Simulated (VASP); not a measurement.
A VASP 6.6.1 single-point calculation on InSb

INCAR

```
LCHARG = .FALSE.
ENCUT = 400
LWAVE = .FALSE.
LASPH = .TRUE.
ISIF = 2
SIGMA = 0.02
NBANDS = 16
EDIFF = 1E-7
IBRION = -1
GGA = PE
NSW = 0
ISMEAR = -1
LREAL = .FALSE.
NELM = 120
PREC = Accurate
```

KPOINTS

```
KPOINTS created by Atomic Simulation Environment
0
Gamma
6 6 6
0 0 0
```

POSCAR

```
In Sb
 1.0000000000000000
     0.0000000000000000    3.3424796577999998    3.2795130080999999
     3.3424796577999998    0.0000000000000000    3.2795130080999999
     3.3424796577999998    3.3424796577999998    0.0000000000000000
 In  Sb
   1   1
Cartesian
  0.0000000000000000  0.0000000000000000  0.0000000000000000
  1.6712398289000003  1.6712398289000003  1.6397565040500000
```

The recommended PBE PAW datasets give the neutral cell 18 valence electrons.

Command

```
mpirun -np 1 vasp_std
```

Q: Predict the outcome of this run.

A: It converged. Results: gap between bands v and c on the k mesh 0.08 eV; least direct gap on the k mesh 0.08 eV; pressure -0.1 GPa. Band v is the last that the valence electrons fill when counted band by band, and c is the next.

OSZICAR

```
N       E                     dE             d eps       ncg     rms          rms(c)
DAV:   1     0.103713269338E+03    0.10371E+03   -0.68130E+03   960   0.888E+02
DAV:   2    -0.514622030398E+00   -0.10423E+03   -0.10106E+03  1048   0.247E+02
DAV:   3    -0.684234563933E+01   -0.63277E+01   -0.63131E+01  1176   0.676E+01
DAV:   4    -0.702033280575E+01   -0.17799E+00   -0.17795E+00  1288   0.134E+01
DAV:   5    -0.703016321889E+01   -0.98304E-02   -0.98303E-02  1408   0.244E+00    0.371E+00
DAV:   6    -0.693925182701E+01    0.90911E-01   -0.15161E-01  1416   0.556E+00    0.216E+00
DAV:   7    -0.692909198599E+01    0.10160E-01   -0.62203E-02  1296   0.218E+00    0.591E-01
DAV:   8    -0.693038047539E+01   -0.12885E-02   -0.72210E-03  1232   0.931E-01    0.210E-01
DAV:   9    -0.693106558118E+01   -0.68511E-03   -0.92655E-04  1168   0.262E-01    0.720E-02
DAV:  10    -0.693112624926E+01   -0.60668E-04   -0.53797E-05  1296   0.468E-02    0.326E-02
DAV:  11    -0.693117341469E+01   -0.47165E-04   -0.85618E-05  1160   0.553E-02    0.225E-02
DAV:  12    -0.693117461064E+01   -0.11960E-05   -0.14060E-06  1192   0.732E-03    0.722E-03
DAV:  13    -0.693117554561E+01   -0.93497E-06   -0.16757E-06  1192   0.722E-03    0.477E-03
DAV:  14    -0.693117518087E+01    0.36474E-06   -0.92827E-08  1016   0.196E-03    0.121E-03
DAV:  15    -0.693117519828E+01   -0.17403E-07   -0.20808E-08   856   0.105E-03
   1 F= -.69311752E+01 E0= -.69310861E+01  d E =-.178279E-03
```

For comparison, a separate PBE run of the intended cell, on usual settings and not on those above, gives a gap of 0.08 eV on its mesh and a pressure of -0.1 GPa.
